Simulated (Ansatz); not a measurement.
# ZnO: the cost of one run

Method: DFT r²SCAN, scalar-relativistic, plane waves, PAW, in Ansatz 0.2.0.

4 further runs of the same task are left out: 1 that didn't finish, 3 set aside as unsound or not needed.

## Step 1: Starting point

The cell holds 32 atoms (O16TbZn15): a = 6.470 Å, b = 6.470 Å, c = 10.425 Å, α = 90.00°, β = 90.00°, γ = 120.00°.

The coordinates of this cell stand in the input of its own run.

The host was relaxed before at r²SCAN: a = 3.235 Å, b = 3.235 Å, c = 5.212 Å, α = 90.00°, β = 90.00°, γ = 120.00° (conventional cell), 11.809 Å³/atom.

Places, in fractions of the supercell: Tb in place of Zn at (0.333, 0.167, 0.250). The start keeps the symmetry of the ideal site.

## Step 2: Band edges of the host over the zone

The input, input.yaml:

```yaml
crystal:
  lattice:
    - [3.2348782204, 0.0, 0.0]
    - [-1.6174391102, 2.801486717, 0.0]
    - [0.0, 0.0, 5.2122740301]
  atoms:
    - { symbol: Zn, position: [0.6666666667, 0.3333333333, 0.5004285609] }
    - { symbol: Zn, position: [0.3333333333, 0.6666666667, 0.0004285609] }
    - { symbol: O, position: [0.6666666667, 0.3333333333, 0.8798814391] }
    - { symbol: O, position: [0.3333333333, 0.6666666667, 0.3798814391] }
basis:
  ecutwfc: 500
  xc_grid: 3
kpoints:
  mp_grid: { grid: [9, 9, 6] }
  band_path: { path: [VBM, CBM], npoints: 2 }
hamiltonian:
  xc: r2scan
scf:
  occupations: { method: gaussian, width: 0.02 }
output:
  forces: true
  stress: true
  eigenvalues: true
```

The run is started by

```bash
$ ansatz run input.yaml --threads 8 --pin off --max-ram 14336MiB --backend cpu --events-out ev --progress --plain --runs-dir out
```

**Question.** How long does this run take on 8 threads of Arm Neoverse V2, shared host, and how much memory does it need?

About 2.8 s, with a peak of 0.49 GiB.
